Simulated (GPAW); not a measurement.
# AlRu: relaxation of cell and atoms with PBEsol

AlRu:

```xyz
2
Lattice="2.9916 0.0000 0.0000 0.0000 2.9916 0.0000 0.0000 0.0000 2.9916" Properties=species:S:1:pos:R:3 pbc="T T T"
Ru    1.4958    1.4958    1.4958
Al    0.0000    0.0000    0.0000
```

| Item | Value |
| --- | --- |
| Program | GPAW 26.7.0 |
| Task | relaxation of cell and atoms |
| Functional | PBEsol |
| Potentials or basis | PAW data sets generated in the run's folder for this functional |
| Cutoff | 600 eV |
| Basis | pw |
| k mesh | 9 × 9 × 9 |
| Occupations | fermi-dirac, width 0.05 eV |
| Spin | no spin polarisation |
| Maxiter | 150 |
| Optimizer | BFGS |
| Fmax | 0.02 eV/Å |
| Max steps | 100 |
| Convergence | density=1e-05 forces=0.0001 |

```yaml
Relaxed_volume: 13.22 Å³/atom
Relaxed_cell: a = 2.979 Å, b = 2.979 Å, c = 2.979 Å, α = 90.00°, β = 90.00°, γ = 90.00°
Space_group_after_relaxing_to_0.05_Å: Pm-3m (No. 221)
Energy_gained_by_relaxing: 1.2 meV/atom
Ionic_steps: 3
Pressure_after_relaxing: 0.0 GPa
Band_gap_on_the_k_mesh: none (metal or under the smearing width)
```

The path:
| step | energy change (eV) | largest force (eV/Å) | pressure (GPa) | volume (Å³) |
| --- | --- | --- | --- | --- |
| 1 | 0.0000 | 0.0000 | -2.57 | 26.77 |
| 2 | -0.0015 | 0.0000 | -1.61 | 26.65 |
| 3 | -0.0024 | 0.0000 | 0.03 | 26.45 |

Final structure:
```
Ru Al
1.0
     2.97947    0.00000    0.00000
     0.00000    2.97947    0.00000
     0.00000    0.00000    2.97947
Ru Al
1 1
Cartesian
  1.4897 1.4897 1.4897
  0.0000 0.0000 0.0000
```

Levels at points of the mesh, in eV from the Fermi level:
| k point | band 8 | band 9 | band 10 | band 11 | band 12 | band 13 |
| --- | --- | --- | --- | --- | --- | --- |
| (0.00, 0.00, 0.00) | 0.25 | 0.25 | 0.25 | 6.21 | 6.21 | 6.21 |

Run time: 44 s on 1 thread of Arm Neoverse V1, with other jobs on the host, peak memory 0.17 GiB.

Caveat: later steps reuse the first step's grids.
